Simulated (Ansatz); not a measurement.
## KF under changes of volume

One of the cells (17.306 Å³/atom); the others are scaled copies at fixed shape and fractional positions:

```
K F
1.0
     3.25895    0.00000    0.00000
     0.00000    3.25895    0.00000
     0.00000    0.00000    3.25895
K F
1 1
Cartesian
  0.0000 0.0000 0.0000
  1.6295 1.6295 1.6295
```

The cell comes from a database or a generator and needn't be the stable form of this composition.

- Program: Ansatz 0.2.0
- Functional: PBE
- Potentials or basis: all-electron LAPW, scalar-relativistic
- Cutoff: 186 eV (chosen from the basis error)
- Basis error allowed: 0.001 eV/atom
- k mesh: 6 × 6 × 6
- Occupations: fermi-dirac, width 0.1 eV
- Spin: non-collinear spin, random start
- Starting moments: [[-0.036, 0.113, 0.308], [-0.0, 0.0, 0.0]] μB

```tsv
volume (Å³/atom)	energy over the lowest point (meV/atom)	pressure (GPa)	gap on the mesh (eV)
16.268	7.15	2.4	6.71
16.614	3.04	1.5	6.56
16.960	0.72	0.7	6.41
17.306	0.00	0.0	6.27
17.652	0.69	-0.6	6.13
17.999	2.66	-1.2	6.01
18.345	?	?	?
```

Task: What does the run at 18.345 Å³/atom give?

Result: Energy over the lowest point 5.74 meV/atom; pressure -1.7 GPa; gap on the mesh 5.89 eV.

Worked out: A Birch-Murnaghan fit of order 3 (a polynomial in V^(-2/3)) to the other rows has its minimum at 17.30 Å³/atom with B0 = V·E''(V) = 33 GPa and B' = 4.8. It gives 5.75 meV/atom at 18.345 Å³/atom, against the run's 5.74, and -dE/dV = -1.7 GPa, against -1.7. A straight line through the other rows of the gap, of slope -6.97 eV per unit of ln V, extrapolates to 5.87 eV, against the run's 5.89.

Energies are extrapolated to zero smearing.

Caveats: the starting moments weren't kept.

A mesh can miss the band edges.
